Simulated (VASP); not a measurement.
# SiC (Moissanite 3C): C into a neighbouring C vacancy, part 3 of 5

How hard is this move in SiC (Moissanite 3C): C into a neighbouring C vacancy? Both ends are relaxed first, then a band of images between them. The start is a cell from a database of measured crystal structures.

VASP 6.6.1; PBEsol; plane waves and PAW (Si, C).

So far. Step 2 (Relax the host): The start already met the threshold, so nothing moved. Step 3 (Relax the start): The run ended after 8 ionic steps, 0.638 eV below its first step, once the forces on the free atoms met EDIFFG = -0.05.

## 4. Relax the end

The end state is relaxed in the same way, so that both ends share their errors.

INCAR

```
SYSTEM = Si27C26
PREC = Normal
ENCUT = 400
EDIFF = 1E-05
NELM = 120
ISMEAR = 0
SIGMA = 0.05
LREAL = Auto
ALGO = Fast
GGA = PS
NBANDS = 144
LORBIT = 11
LWAVE = .FALSE.
LCHARG = .FALSE.
KPAR = 6
LASPH = .TRUE.
IBRION = 2
NSW = 60
ISIF = 2
EDIFFG = -0.05
POTIM = 0.4
MAXMIX = 40
ISYM = 0
```

POSCAR

```
Si27C26
1.0
    0.0000000000      6.5370000000      6.5370000000
    6.5370000000      0.0000000000      6.5370000000
    6.5370000000      6.5370000000      0.0000000000
Si C
27 26
Direct
    0.0010164755     -0.0017405487      0.0017357546
    0.0023879727     -0.0002458532      0.3316536704
    0.0023221413     -0.0016821918      0.6703793238
    0.0006026195      0.3325089040     -0.0009880538
    0.0000538485      0.3338117349      0.3331876145
    0.0029459075      0.3286290067      0.6662590151
    0.0047854304      0.6659116050     -0.0028342260
   -0.0019337451      0.6657482768      0.3357601465
   -0.0047890521      0.6679700383      0.6741488766
    0.3322806884     -0.0037040665      0.0013187586
    0.3342489959      0.0028361214      0.3310131379
    0.3277776694      0.0056832533      0.6639271327
    0.3377622936      0.3294186941     -0.0010340146
    0.3336620775      0.3385986850      0.3297458321
    0.3291845964      0.3386227008      0.6675577287
    0.3323911511      0.6637366231      0.0008700698
    0.3285415193      0.6705526101      0.3351599354
    0.3312094905      0.6680583313      0.6668092928
    0.6655340928     -0.0024487100      0.0007242497
    0.6665096668     -0.0008640373      0.3328573428
    0.6672837988      0.0016873238      0.6651527862
    0.6659350849      0.3320310116      0.0003135013
    0.6663313553      0.3352558710      0.3297999196
    0.6678230171      0.3332760946      0.6632283631
    0.6623497722      0.6648056025      0.0030927404
    0.6642598577      0.6647522849      0.3365342786
    0.6626929632      0.6671947893      0.6684953502
    0.2498905046      0.2507294250      0.2495634638
    0.2543067455      0.2438494160      0.9179044526
    0.2527592127      0.5794885947      0.2491341395
    0.2488921412      0.5842584160      0.5834021576
    0.2495201375      0.5858898047      0.9148621392
    0.2495062649      0.9173960830      0.2478329208
    0.2476493186      0.9163784624      0.5849831447
    0.2447820430      0.9187306872      0.9164988847
    0.5812336117      0.2521853703      0.2479355503
    0.5833927070      0.2471418185      0.5860236607
    0.5810410350      0.2447733642      0.9199783368
    0.5764058007      0.5880279302      0.2547900055
    0.5792329999      0.5819894917      0.5873118009
    0.5829944992      0.5822955534      0.9196225356
    0.5831173393      0.9141022408      0.2517028675
    0.5819351037      0.9159999349      0.5853413181
    0.5837786045      0.9135430346      0.9155311528
    0.9165515675      0.2525078926      0.2505559294
    0.9156651068      0.2486059689      0.5851392412
    0.9179011218      0.2478180535      0.9208925092
    0.9165957742      0.5819317452      0.2495879900
    0.9175061273      0.5816038083      0.5829166772
    0.9149613585      0.5860296526      0.9183725918
    0.9169480784      0.9207809611      0.2487984236
    0.9158376924      0.9163750444      0.5816892230
    0.9146447980      0.9185811627      0.9144011920
```

KPOINTS

```
Automatic mesh
0
Gamma
2 2 2
0 0 0
```

PAW data sets: Si and C (PBE family, release 64).

Started as:

```bash
$ mpirun -np 6 vasp_std
```

The log of the run:

```text
[... set-up lines as in an earlier step ...]
 entering main loop
       N       E                     dE             d eps       ncg     rms          rms(c)
DAV:   1     0.508160444417E+03    0.50816E+03   -0.82041E+04  2304   0.107E+03
DAV:   2    -0.399493788379E+03   -0.90765E+03   -0.86091E+03  2824   0.213E+02
DAV:   3    -0.461048874582E+03   -0.61555E+02   -0.60930E+02  2792   0.537E+01
DAV:   4    -0.462318111312E+03   -0.12692E+01   -0.12645E+01  2784   0.842E+00
DAV:   5    -0.462351427817E+03   -0.33317E-01   -0.33284E-01  2768   0.129E+00    0.443E+01
RMM:   6    -0.415868960777E+03    0.46482E+02   -0.12502E+02  2304   0.197E+01    0.208E+01
RMM:   7    -0.416431650494E+03   -0.56269E+00   -0.49926E+01  2304   0.133E+01    0.946E+00
RMM:   8    -0.415674091758E+03    0.75756E+00   -0.62151E+00  2304   0.543E+00    0.305E+00
RMM:   9    -0.415533832263E+03    0.14026E+00   -0.39155E-01  2304   0.185E+00    0.847E-01
RMM:  10    -0.415513460188E+03    0.20372E-01   -0.17242E-01  2346   0.768E-01    0.370E-01
RMM:  11    -0.415515367982E+03   -0.19078E-02   -0.19506E-02  2316   0.325E-01    0.174E-01
RMM:  12    -0.415515963235E+03   -0.59525E-03   -0.66329E-03  2376   0.154E-01    0.382E-02
RMM:  13    -0.415516057770E+03   -0.94535E-04   -0.10303E-03  2386   0.668E-02    0.346E-02
RMM:  14    -0.415516073769E+03   -0.15999E-04   -0.18721E-04  2226   0.279E-02    0.197E-02
RMM:  15    -0.415516075744E+03   -0.19744E-05   -0.45629E-05  1912   0.146E-02
   1 F= -.41551608E+03 E0= -.41551136E+03  d E =-.415516E+03
 curvature:   0.00 expect dE= 0.000E+00 dE for cont linesearch  0.000E+00
 trial: gam= 0.00000 g(F)=  0.134E+01 g(S)=  0.000E+00 ort = 0.000E+00 (trialstep = 0.100E+01)
 search vector abs. value=  0.134E+01
 bond charge predicted
       N       E                     dE             d eps       ncg     rms          rms(c)
DAV:   1    -0.415939101513E+03   -0.42303E+00   -0.76765E+01  2520   0.235E+01    0.270E+00
RMM:   2    -0.416062781094E+03   -0.12368E+00   -0.20103E+00  2304   0.341E+00    0.316E+00
RMM:   3    -0.415969199230E+03    0.93582E-01   -0.48219E-01  2304   0.156E+00    0.886E-01
RMM:   4    -0.415983158703E+03   -0.13959E-01   -0.15578E-01  2307   0.849E-01    0.619E-01
RMM:   5    -0.415969224799E+03    0.13934E-01   -0.32233E-02  2304   0.379E-01    0.204E-01
RMM:   6    -0.415969651340E+03   -0.42654E-03   -0.13466E-02  2305   0.230E-01    0.808E-02
RMM:   7    -0.415969554542E+03    0.96797E-04   -0.13202E-03  2329   0.875E-02    0.329E-02
RMM:   8    -0.415969578469E+03   -0.23927E-04   -0.30144E-04  2320   0.354E-02    0.211E-02
RMM:   9    -0.415969577891E+03    0.57799E-06   -0.11429E-04  2307   0.203E-02    0.126E-02
RMM:  10    -0.415969576071E+03    0.18204E-05   -0.18952E-05  1550   0.899E-03
   2 F= -.41596958E+03 E0= -.41596476E+03  d E =-.453500E+00
[... from here on, the cycles between the ionic steps are left out ...]
   3 F= -.41602134E+03 E0= -.41601653E+03  d E =-.505265E+00
   4 F= -.41606094E+03 E0= -.41605612E+03  d E =-.395962E-01
   5 F= -.41606283E+03 E0= -.41605801E+03  d E =-.414867E-01
   6 F= -.41607746E+03 E0= -.41607264E+03  d E =-.146302E-01
   7 F= -.41607805E+03 E0= -.41607323E+03  d E =-.152263E-01
   8 F= -.41608434E+03 E0= -.41607952E+03  d E =-.628371E-02
   9 F= -.41608525E+03 E0= -.41608043E+03  d E =-.720055E-02
 curvature:  -1.22 expect dE=-0.367E-02 dE for cont linesearch -0.141E-06
 trial: gam= 0.34434 g(F)=  0.300E-02 g(S)=  0.000E+00 ort =-0.387E-04 (trialstep = 0.117E+01)
 search vector abs. value=  0.452E-02
 bond charge predicted
       N       E                     dE             d eps       ncg     rms          rms(c)
DAV:   1    -0.416086947033E+03   -0.16982E-02   -0.27605E-01  2432   0.144E+00    0.137E-01
RMM:   2    -0.416087492511E+03   -0.54548E-03   -0.63636E-03  2304   0.189E-01    0.137E-01
RMM:   3    -0.416087065968E+03    0.42654E-03   -0.13065E-03  2304   0.818E-02    0.470E-02
RMM:   4    -0.416087054436E+03    0.11532E-04   -0.54719E-04  2304   0.466E-02    0.330E-02
RMM:   5    -0.416087053408E+03    0.10283E-05   -0.63368E-05  2118   0.190E-02
  10 F= -.41608705E+03 E0= -.41608223E+03  d E =-.179895E-02
 trial-energy change:   -0.001799  1 .order   -0.001768   -0.003495   -0.000040
 step:   1.1844(harm=  1.1844)  dis= 0.00370  next Energy=  -416.087022 (dE=-0.177E-02)
 reached required accuracy - stopping structural energy minimisation
```

Elapsed: 4.8 min, on 6 MPI ranks of Intel Xeon 6975P-C (Granite Rapids), shared host; peak memory 3.4 GiB.

Parts of OUTCAR (step 4):

```text
 Found      8 irreducible k-points:

   NELECT =     212.0000    total number of electrons

 E-fermi :   9.2980

 k-point     1 :       0.0000    0.0000    0.0000
  band No.  band energies     occupation
    ...
    101       7.0843      2.00000
    102       7.0857      2.00000
    103       7.7880      2.00000
    104       7.7912      2.00000
    105       7.7915      2.00000
    106      10.4262      0.00000
    107      10.4296      0.00000
    108      10.4317      0.00000
    109      10.5277      0.00000
    110      10.5290      0.00000
    ...

 k-point     2 :       0.5000    0.0000    0.0000
  band No.  band energies     occupation
    ...
    102       7.3454      2.00000
    103       7.3473      2.00000
    104       7.5930      2.00000
    105       7.5934      2.00000
    106       9.1346      2.00000
    107      10.1604      0.00000
    108      10.1646      0.00000
    109      10.6053      0.00000
    110      10.6070      0.00000
    111      10.7778      0.00000
    ...

  Total       -5.3297449     -5.4025958     -5.4084520      0.1214870     -0.0613781      0.0338173
  in kB      -15.2845112    -15.4934313    -15.5102256      0.3483974     -0.1760187      0.0969805
  external PRESSURE =     -15.4293894 kB  Pullay stress =       0.0000000 kB

 POSITION                                       TOTAL-FORCE (eV/Angst)
 -----------------------------------------------------------------------------------
      6.53616      6.53683     13.06408         0.015206     -0.009159      0.003952
      2.18320      8.71279      6.53060        -0.008803      0.010320     -0.002824
     10.89580     10.89242     13.06355         0.011457      0.007692      0.032659
      2.18347      6.53544      8.70904        -0.002296      0.007666      0.012586
      4.36106      8.71317      8.71283        -0.010329     -0.012996     -0.015801
      6.53408      4.36384      2.17905        -0.001569     -0.013918     -0.000585
      4.36122      6.53559     10.88476        -0.001281      0.007319      0.012929
      6.54209      8.71273     10.88890        -0.013567     -0.001196     -0.007360
      8.72310     10.89400     10.88891        -0.012458     -0.015978     -0.005270
      6.53866      2.17835      8.71135        -0.010205     -0.006933     -0.015788
      8.71340      4.35374      8.71134         0.017753      0.018658     -0.005513
      4.36511      6.52652      2.17701        -0.013096      0.011912     -0.010818
      8.71469      8.71413      4.36289         0.009847      0.002928     -0.007054
      4.35976      4.35607      4.35357         0.015740      0.019860     -0.014210
      6.53726      6.52968      4.35079        -0.005137      0.011940     -0.000420
     10.88834      8.71367      6.53106        -0.004017     -0.001551     -0.005775
      6.53978      4.35533      6.53568         0.001648      0.002044     -0.008535
      8.71958      6.54336      6.53113        -0.011744      0.002735      0.014260
      6.53325      4.35873     10.88768         0.027674     -0.005005     -0.007238
      8.71506      6.53357     10.88802         0.000749      0.001937     -0.003333
     10.89805      8.71486     10.88496        -0.004105     -0.016347      0.031884
      8.71391     10.88604      6.53222         0.016781     -0.005504     -0.017957
      4.36125      6.53527      6.53423        -0.009139      0.005346     -0.009777
      6.54627      8.71631      6.53323        -0.009906     -0.028079     -0.006480
      4.36010      4.35727      8.70928         0.016560     -0.001827      0.004277
      6.53853      6.53406      8.71077        -0.004383     -0.004629      0.001251
      8.71859      8.71379      8.69958        -0.002745     -0.007770      0.015767
      3.27170      3.26813      3.25740        -0.010851     -0.002481     -0.012332
      7.62544      7.62058      3.25550         0.004991      0.007301     -0.002969
      5.45912      3.26899      5.43987        -0.000291     -0.016490      0.001797
      7.62803      5.43607      5.44163         0.001871     -0.007067     -0.025364
      9.80798      7.62400      5.43938         0.007217     -0.003312      0.007448
      7.62884      3.26302      7.62059         0.005640      0.015741     -0.000686
      9.80871      5.43494      7.62302         0.001154     -0.004522      0.000263
     11.99299      7.62108      7.62404         0.010060      0.010854     -0.011800
      3.27186      5.45367      5.44019        -0.002618      0.004464      0.010359
      5.44233      7.62249      5.43854        -0.006784     -0.013572      0.001303
      7.62325      9.80614      5.44131         0.018300      0.005284     -0.007665
[...]
-----------------------------------------------------------------------------------
    total drift:                               -0.001084     -0.003401     -0.001822

  FREE ENERGIE OF THE ION-ELECTRON SYSTEM (eV)
  ---------------------------------------------------
  free  energy   TOTEN  =      -416.0870534078 eV

  energy  without entropy=     -416.0774118220  energy(sigma->0) =     -416.08223261

 total charge
# of ion       s       p       d       tot
------------------------------------------
    1        0.708   0.974   0.000   1.682
    2        0.707   0.972   0.000   1.679
    3        0.708   0.974   0.000   1.681
    4        0.708   0.973   0.000   1.681
    5        0.708   0.974   0.000   1.682
    6        0.734   0.898   0.000   1.632
    7        0.707   0.972   0.000   1.679
    8        0.708   0.973   0.000   1.681
    9        0.708   0.973   0.000   1.681
   10        0.708   0.974   0.000   1.681
   11        0.708   0.973   0.000   1.681
   12        0.734   0.899   0.000   1.633
   13        0.711   0.961   0.000   1.673
   14        0.734   0.900   0.000   1.634
   15        0.734   0.899   0.000   1.633
   16        0.711   0.961   0.000   1.672
   17        0.708   0.974   0.000   1.681
   18        0.711   0.962   0.000   1.673
   19        0.707   0.972   0.000   1.679
   20        0.708   0.974   0.000   1.681
   21        0.708   0.974   0.000   1.682
   22        0.711   0.961   0.000   1.673
   23        0.708   0.973   0.000   1.681
   24        0.711   0.961   0.000   1.672
   25        0.707   0.972   0.000   1.679
   26        0.707   0.972   0.000   1.679
   27        0.711   0.961   0.000   1.673
   28        0.842   1.684   0.000   2.526
   29        0.842   1.684   0.000   2.526
   30        0.842   1.684   0.000   2.526
   31        0.842   1.684   0.000   2.526
   32        0.836   1.707   0.000   2.543
   33        0.836   1.705   0.000   2.541
   34        0.842   1.684   0.000   2.526
   35        0.842   1.684   0.000   2.526
   36        0.842   1.684   0.000   2.526
   37        0.842   1.683   0.000   2.525
[...]
--------------------------------------------------
tot         41.031  69.997   0.000 111.028

[... 6 parts as in an earlier step ...]

[... 6 further parts left out ...]
```

Relaxation path:

```
step  energy less that of the first step (eV)  largest force (eV/Å)
   1                                   0.0000                1.6292
   2                                  -0.4535                0.6288
   3                                  -0.5053                0.3617
   4                                  -0.5449                0.1668
   5                                  -0.5468                0.2319
   6                                  -0.5614                0.1057
   7                                  -0.5620                0.1318
   8                                  -0.5683                0.0574
   9                                  -0.5692                0.0662
  10                                  -0.5710                0.0416
```

The atoms that moved most (Å):

```
atom      dx      dy      dz  length
 C39  -0.059   0.012   0.007   0.061
 Si9  -0.050  -0.019   0.017   0.056
 C29   0.031  -0.042  -0.001   0.052
 Si7   0.027  -0.014  -0.037   0.047
Si14  -0.009   0.019  -0.041   0.046
 Si3  -0.012  -0.042  -0.015   0.046
Si12  -0.012   0.044  -0.003   0.045
Si15  -0.040   0.014  -0.015   0.045
```

Numbers from this step:

```
electronic cycles       : 74
free energy (TOTEN)     : -416.0871 eV
energy at zero smearing : -416.0822 eV
```

The run ended after 10 ionic steps, 0.571 eV below its first step, once the forces on the free atoms met EDIFFG = -0.05.

(Continued in part 4 of 5.)

[Lines on the potential files, build, host, timing and source positions are cut from VASP's logs without a mark.]

[Logs are printed without paths, hosts, clocks, repeated set-up lines and the standing remarks that a program may print on its own settings, such as how far it seeks lower states.]

[Hosts, paths, dates, database ids (printed as entryN), source tags and the programs' standing remarks are cut or masked in the printed files.]

[Runs that stopped without an error message from VASP are left out.]
